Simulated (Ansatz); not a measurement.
# TaN under changes of volume

One of the cells (10.813 Å³/atom); the others are scaled copies at fixed shape and fractional positions:

```
Ta N
1.0
     0.00000    2.21132    2.21132
     2.21132    0.00000    2.21132
     2.21132    2.21132    0.00000
Ta N
1 1
Cartesian
  2.2113 2.2113 2.2113
  0.0000 0.0000 0.0000
```

The cell comes from a database or a generator and needn't be the stable form of this composition.

- Program: Ansatz 0.2.0
- Functional: LDA
- Potentials or basis: all-electron LAPW, scalar-relativistic
- Cutoff: 355 eV (chosen from the basis error)
- Basis error allowed: 0.001 eV/atom
- k mesh: 10 × 10 × 10
- Occupations: fermi-dirac, width 0.05 eV
- Spin: no spin polarisation

| volume (Å³/atom) | energy over the lowest point (meV/atom) | pressure (GPa) |
| --- | --- | --- |
| 10.164 | 0.00 | 4.0 |
| 10.381 | 0.03 | -3.8 |
| 10.597 | 10.08 | -10.9 |
| 10.813 | 29.09 | -17.1 |
| 11.030 | ? | ? |
| 11.246 | 90.22 | -27.7 |
| 11.462 | 130.70 | -32.1 |

Question: What does the run at 11.030 Å³/atom give?

Answer: Energy over the lowest point 56.09 meV/atom; pressure -22.7 GPa.

Worked out: A Birch-Murnaghan fit of order 3 (a polynomial in V^(-2/3)) to the other rows has its minimum at 10.27 Å³/atom with B0 = V·E''(V) = 373 GPa and B' = 4.4. It gives 56.15 meV/atom at 11.030 Å³/atom, against the run's 56.09, and -dE/dV = -22.7 GPa, against -22.7.

Energies are extrapolated to zero smearing.
